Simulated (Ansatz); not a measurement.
Crystal: TiAl.

```
Ti Al
1.0
     2.86726    0.00000    0.00000
    -1.43363    2.48312    0.00000
     0.00000    0.00000    4.67808
Ti Al
1 1
Direct
  0.00000 0.00000 0.00000
  0.33333 0.66667 0.50000
```

The cell comes from a database or a generator and needn't be the stable form of this composition.

Base run:

| Property | Result |
| --- | --- |
| Program | Ansatz 0.2.0 |
| Functional | PBE |
| Potentials or basis | all-electron LAPW, scalar-relativistic |
| Cutoff | 225 eV (chosen from the basis error) |
| Basis error allowed | 0.001 eV/atom |
| k mesh | 11 × 11 × 6 |
| Occupations | fermi-dirac, width 0.05 eV |
| Spin | no spin polarisation |

Its results: pressure 0.2 GPa.

Question: The run is repeated on the same cell with these changes: functional from PBE to LDA. What comes out?

Answer: Pressure -6.1 GPa.

LDA binds more tightly than PBE, so the same cell stands under less pressure.
